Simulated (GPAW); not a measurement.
Set up this calculation in GPAW 26.7.0, as an ASE script.

| Property | Result |
| --- | --- |
| Task | single point |
| Functional | PBE |
| Potentials or basis | GPAW PAW data sets (gpaw-data 1.2.1) |
| Cutoff | 800 eV |
| Basis | pw |
| k mesh | 14 × 14 × 14 |
| Occupations | fermi-dirac, width 0.05 eV |
| Spin | no spin polarisation |
| Maxiter | 150 |

The system is B.

```
B
1.0
     1.88524    0.00000    0.00000
     0.00000    1.88524    0.00000
     0.00000    0.00000    1.88524
B
1
Direct
  0.50000 0.50000 0.50000
```

The cell was built by a generator and needn't be a form met in nature.

These files were run (other wordings do the same):

run.py

```python
from ase import Atoms
from ase.dft.bandgap import bandgap
from ase.io import write
from ase.units import GPa
from gpaw import GPAW, PW

atoms = Atoms(['B'],
              cell=[[1.88524, 0.0, 0.0],
                    [0.0, 1.88524, 0.0],
                    [0.0, 0.0, 1.88524]],
              scaled_positions=[[0.5, 0.5, 0.5]],
              pbc=True)

calc = GPAW(mode=PW(800),
            xc='PBE',
            kpts={'size': (14, 14, 14), 'gamma': True},
            occupations={'name': 'fermi-dirac', 'width': 0.05},
            nbands=7,
            convergence={'density': 1e-05, 'energy': 1e-05},
            maxiter=150,
            txt='gpaw.txt')
atoms.calc = calc
energy = atoms.get_potential_energy()
forces = atoms.get_forces()
stress = atoms.get_stress()
calc.write('gs.gpw')
write('result.traj', atoms)
print(f'Energy: {energy:.6f} eV')
print('Forces (eV/A):')
print(forces.round(4))
print('Stress (GPa):', (stress / GPa).round(3))
print('Fermi level:', round(calc.get_fermi_level(), 4), 'eV')
print(f'Gap: {bandgap(calc)[0]:.4f} eV, direct: {bandgap(calc, direct=True)[0]:.4f} eV')
```

Potentials or basis: GPAW PAW data sets (gpaw-data 1.2.1), pw.

The run is started by

```sh
$ OMP_NUM_THREADS=1 python run.py
```

It gave:

* Pressure: -0.1 GPa
* Band gap on the k mesh: none (metal or under the smearing width)

It took 7.8 s on 1 thread of Arm Neoverse V1, on a shared host, peak memory 0.12 GiB.
